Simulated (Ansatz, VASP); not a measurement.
## One calculation of GaN, two programs

The input INCAR:

```
PREC = Accurate ; ENCUT = 520
EDIFF = 1E-6 ; ISMEAR = 0
SIGMA = 0.05 ; LREAL = False
LASPH = True ; NELM = 80
ALGO = Normal ; ISIF = 2
LWAVE = False ; LCHARG = True
GGA = PE ; LELF = True
LVHAR = True ; NBANDS = 26
```

File KPOINTS:

```
Automatic mesh
0
Gamma
  12 12 6
```

The input POSCAR:

```
GaN
1.0
    3.1799996605      0.0000000000      0.0000000000
   -1.5899998303      2.7539604900      0.0000000000
    0.0000000000      0.0000000000      5.1660000000
Ga N
2 2
Direct
    0.3333333333      0.6666666667      0.0000000000
    0.6666666667      0.3333333333      0.5000000000
    0.3333333333      0.6666666667      0.3943573364
    0.6666666667      0.3333333333      0.8750000000
```

Input for Ansatz:

```yaml
crystal:
  lattice:
    - [3.1799996605, 0.0, 0.0]
    - [-1.5899998303, 2.75396049, 0.0]
    - [0.0, 0.0, 5.166]
  atoms:
    - { symbol: Ga, position: [0.3333333333, 0.6666666667, 0.0] }
    - { symbol: Ga, position: [0.6666666667, 0.3333333333, 0.5] }
    - { symbol: "N", position: [0.3333333333, 0.6666666667, 0.3943573364] }
    - { symbol: "N", position: [0.6666666667, 0.3333333333, 0.875] }
basis:
  ecutwfc: 420
kpoints:
  mp_grid: { grid: [12, 12, 6] }
hamiltonian:
  xc: pbe
scf:
  occupations: { method: gaussian, width: 0.05 }
output:
  forces: true
  stress: true
  eigenvalues: true
```

Alike in both runs: task single point; functional PBE; k mesh 12 × 12 × 6; occupations gaussian, width 0.05 eV; no spin polarisation.

|  | VASP | Ansatz |
| --- | --- | --- |
| version | VASP 6.6.1 | Ansatz 0.2.0 |
| potentials or method | VASP PAW PBE potentials, release 64 (Ga_d, N) | scalar-relativistic, plane waves, PAW |
| plane-wave cutoff (eV) | 520 | 420 |
| valence electrons in the cell | 36 | 36 |

VASP gave:

- gap on the k mesh at the Fermi level (eV): 1.93
- least direct gap on the mesh (eV): 1.93
- pressure (GPa): 7.8
- largest component of the traceless stress (GPa): 1.88
- rms of the force components (eV/Å): 0.492

Task: Estimate Ansatz's values.

Result: gap on the k mesh at the Fermi level (eV): 1.93; least direct gap on the mesh (eV): 1.93; pressure (GPa): 7.8; largest component of the traceless stress (GPa): 1.96; rms of the force components (eV/Å): 0.495.

Atom by atom the forces differ by 0.004 eV/Å (rms over components). The functional is the same, so the differences come from potentials, cutoffs and numerics.

Caveats: forces of over 1 eV/Å show positions far from the minimum, so gaps and moduli don't describe the material at rest.
